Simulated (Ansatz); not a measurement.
# SiO$_{2}$: enthalpy against pressure

SiO$_{2}$, I-42d, a = 4.949 Å, c = 7.318 Å. This isn't the usual stable structure of the compound. Ansatz: r2SCAN, PAW, 500 eV, Γ-centred 6×6×6 mesh on 6 atoms, Gaussian smearing 0.02 eV; no spin polarisation. Cell and atoms are relaxed at each pressure, and no other structure is tried, so the rows at high pressure may lie past a change of phase. y is the enthalpy over the state at zero pressure; there V0 = 14.935 Å³/atom. The pressures are the targets, met within 0.05 GPa.

```tsv
P (GPa)	y (eV/atom)
-3.0	-0.3004
0.0	0.0000
3.0	0.2635
8.0	0.6522
15.0	?
30.0	2.0168
60.0	3.5805
```

Fit y = c1 P + c2 P² + c3 P³ to the other rows, say what c1 and c2 mean, and predict the missing value.

Least squares on the rows shown. y = 0.090969 P − 0.0010654 P² + 9.0651×10⁻⁶ P³. Since dH/dP = V, c1 is V0: 0.090969 eV/GPa × 160.2 = 14.573 Å³ against 14.935; c2 = −V0/(2B0) gives B0 = 43 GPa, where a Birch–Murnaghan fit to the volumes of the same runs (not shown) gives 18.4 GPa: a cubic over this range folds the higher terms into c2. Above P = −c2/(3 c3) = 39 GPa the cubic's slope, the volume, would rise with pressure, so the form fails there. At P = 15.0 the fit asked for gives 1.1554 eV/atom. The run gave 1.1287 eV/atom, so the fit is 0.0267 eV/atom too high, 0.69 % of the span of the series, against an rms of 0.0096 eV/atom on the fitted rows. With a term in P⁴ added, a fit to the same known rows predicts 1.1153 eV/atom, a smaller miss on the other side.

The mesh isn't the same in all rows (6×6×6, 8×8×8, 10×10×10).